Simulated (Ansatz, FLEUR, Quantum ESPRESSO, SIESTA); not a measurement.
**CO2: programs and potentials compared**

```
O C
1.0
    -1.97473    1.97473    3.01406
     1.97473   -1.97473    3.01406
     1.97473    1.97473   -3.01406
O C
4 2
Direct
  0.87500 0.95980 0.58480
  0.37500 0.29020 0.41520
  0.04020 0.62500 0.91520
  0.70980 0.12500 0.08480
  0.00000 0.00000 0.00000
  0.75000 0.25000 0.50000
```

The cell comes from a database or a generator and needn't be the stable form of this composition.

Alike in all runs: task band structure; functional LDA; k mesh 9 × 9 × 9; occupations fermi-dirac, width 0.05 eV; no spin polarisation; no spin-orbit coupling. LDA stands for any of its common fits. Pressure is positive in compression and, in plane waves, holds the error of the finite cutoff. Gaps are the smaller of the mesh's and the band path's.

```tsv
program and potentials	plane-wave cutoff (eV)	notes	band gap (eV)	pressure (GPa)	largest force (eV/Å)
Quantum ESPRESSO, GBRV 1.5 LDA	612	-	?	?	?
FLEUR, all-electron, FLAPW	-	-	7.45	-	-
SIESTA, files PseudoDojo sr-lda-0.4.1-standard, DZP (energy shift 0.003 Ry)	-	atomic basis	7.39	-9.52	-
Ansatz, all-electron LAPW, scalar-relativistic	-	-	7.45	-13.42	0.502
```

Problem. Estimate from the other rows what the run with Quantum ESPRESSO, GBRV 1.5 LDA gave.

Solution. Band gap 7.46 eV; pressure -12.29 GPa; largest force 0.411 eV/Å. The other rows, which needn't bracket it: band gap 7.39 to 7.45; pressure -13.42 to -9.52; largest force 0.502.
